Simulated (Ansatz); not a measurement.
Set up this calculation in Ansatz 0.2.0, as the native input.

```yaml
Task: work function
Functional: PBE
Potentials_or_basis: all-electron LAPW, scalar-relativistic
Cutoff: 257 eV (chosen from the basis error)
Basis_error_allowed: 0.002 eV/atom
k_mesh: 10 × 10 × 1
Occupations: fermi-dirac, width 0.05 eV
Spin: no spin polarisation
Boundary_across_the_vacuum: open (a slab, not repeated across the vacuum)
```

The system is Nb, a sheet with vacuum.

```
Nb
1.0
     2.55868    0.00000    0.00000
     0.00000    2.55861    0.00000
     0.00000    0.00000   23.80000
Nb
1
Direct
  0.00000 0.50000 0.29412
```

The cell was built by a generator and needn't be a form met in nature.

The input as run:

input.yaml

```yaml
crystal:
  lattice:
    - [2.55868, 0.0, 0.0]
    - [0.0, 2.55861, 0.0]
    - [0.0, 0.0, 23.8]
  atoms:
    - { symbol: Nb, position: [0.0, 0.5, 0.29412] }
  periodic: [true, true, false]
kpoints:
  mp_grid: { grid: [10, 10, 1] }
scf:
  occupations: { method: fermi_dirac, width: 0.05 }
hamiltonian:
  xc: pbe
  pseudopotentials: { kind: all_electron, lapw: { basis_error: 0.002 } }
output:
  forces: true
  stress: true
  eigenvalues: true
```

Potentials or basis: all-electron LAPW, scalar-relativistic.

Command:

```console
$ ansatz run input.yaml --threads 2 --pin off --max-ram 8192MiB --backend cpu --events-out ev --progress --plain --runs-dir out
```

Results of the run:

```yaml
Band_gap_on_the_k_mesh: none (metal or under the smearing width)
Work_function: 4.86 eV
```

It took 8.2 s on 2 threads of Arm Neoverse V2, with other jobs on the host, peak memory 0.46 GiB.
